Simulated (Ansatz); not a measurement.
The system is PbS (Galena).

```
Pb S
1.0
     0.00000    2.96575    2.96575
     2.96575    0.00000    2.96575
     2.96575    2.96575    0.00000
Pb S
1 1
Direct
  0.00000 0.00000 0.00000
  0.50000 0.50000 0.50000
```

Base run:

```yaml
Program: Ansatz 0.2.0
Functional: PBEsol
Potentials_or_basis: Ansatz PAW
Cutoff: "420 eV (not typed: the program's choice for these potentials)"
k_mesh: 8 × 8 × 8
Occupations: fermi-dirac, width 0.05 eV
Spin: no spin polarisation
```

Its results: band gap on the k mesh 0.25 eV, direct; pressure -0.9 GPa.

After a change of settings the same cell gave: band gap on the k mesh 0.23 eV, direct; pressure -2.6 GPa. Which change was it?
A. k mesh from 8 × 8 × 8 to 6 × 6 × 6; spin from no spin polarisation to spin-orbit coupling, no magnetisation; potential files from those of the base run to others of the same set
B. functional from PBEsol to LDA
C. functional from PBEsol to revPBE
D. functional from PBEsol to RPBE

B.

LDA binds more tightly than PBEsol, so the same cell stands under less pressure.

Caveats: spin-orbit coupling is left out, which as a rule narrows the gap of such compounds by several tenths of an eV; the PAW data sets come from PBE, with cores solved anew for the run's functional, which leaves a small shift of forces and pressure.

Runs at the PBE level aren't shown here.
